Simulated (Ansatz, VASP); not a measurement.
# Li2O: VASP beside Ansatz

POSCAR

```
Li2O
1.0
    0.0000000000      2.2863684517      2.2863684517
    2.2863684517      0.0000000000      2.2863684517
    2.2863684517      2.2863684517      0.0000000000
O Li
1 2
Direct
    0.0000000000      0.0000000000      0.0000000000
    0.2500000000      0.2500000000      0.2500000000
    0.7500000000      0.7500000000      0.7500000000
```

The input INCAR.step1:

```
ALGO     = Normal         # electronic algorithm
EDIFF    = 1E-5           # SCF threshold, eV
ENCUT    = 520            # plane-wave cutoff, eV
GGA      = PE             # functional
ISIF     = 2              # what is computed and relaxed
ISMEAR   = 0              # smearing method
LASPH    = T              # aspherical terms in the spheres
LCHARG   = F              # write CHGCAR
LREAL    = F              # projectors in reciprocal space
LWAVE    = T              # write WAVECAR
NBANDS   = 13             # bands
NELM     = 60             # most SCF steps
PREC     = Accurate       # precision mode
SIGMA    = 0.01           # smearing width, eV
```

The input INCAR.step2:

```
AEXX     = 0.35           # exact-exchange fraction
ALGO     = Normal         # electronic algorithm
EDIFF    = 1E-7           # SCF threshold, eV
ENCUT    = 520            # plane-wave cutoff, eV
GGA      = PE             # functional
HFSCREEN = 0.5            # screening, 1/A
ISIF     = 2              # what is computed and relaxed
ISMEAR   = 0              # smearing method
ISTART   = 1            
LASPH    = T              # aspherical terms in the spheres
LCHARG   = F              # write CHGCAR
LHFCALC  = T              # exact exchange
LREAL    = F              # projectors in reciprocal space
LWAVE    = F              # write WAVECAR
NBANDS   = 13             # bands
NELM     = 60             # most SCF steps
PREC     = Accurate       # precision mode
PRECFOCK = Normal       
SIGMA    = 0.01           # smearing width, eV
```

The input KPOINTS:

```
k-points
0
Gamma
  4 4 4
```

Input for Ansatz:

```yaml
crystal:
  lattice:
    - [0.0, 2.2863684517, 2.2863684517]
    - [2.2863684517, 0.0, 2.2863684517]
    - [2.2863684517, 2.2863684517, 0.0]
  atoms:
    - { symbol: O, position: [0.0, 0.0, 0.0] }
    - { symbol: Li, position: [0.25, 0.25, 0.25] }
    - { symbol: Li, position: [0.75, 0.75, 0.75] }
kpoints:
  mp_grid: { grid: [4, 4, 4] }
hamiltonian:
  xc: { exchange: pbe, correlation: pbe, exx: { coeff: 0.35, omega: 0.5 } }
scf:
  occupations: { method: fixed }
  n_extra_bands: 4
output:
  forces: true
  stress: true
  eigenvalues: true
```

Alike in both runs: task single point; functional PBE-based screened hybrid; k mesh 4 × 4 × 4; no spin polarisation.

|  | VASP | Ansatz |
| --- | --- | --- |
| version | VASP 6.6.1 | Ansatz 0.2.0 |
| potentials or method | VASP PAW PBE potentials, release 64 (O, Li_sv) | plane waves |
| plane-wave cutoff (eV) | 520 | 420 |
| occupations | gaussian, width 0.01 eV | fixed |
| valence electrons in the cell | 12 | 12 |

Ansatz gave:

- gap on the k mesh at the Fermi level (eV): 6.41

Q: Which values does VASP return?

A: gap on the k mesh at the Fermi level (eV): 6.39.

Ansatz warned: «stress_exchange_threshold_loose».

Caveats: the k mesh is coarse (spacing up to 0.59 Å⁻¹), so the values aren't converged. A k mesh can miss the band edges.
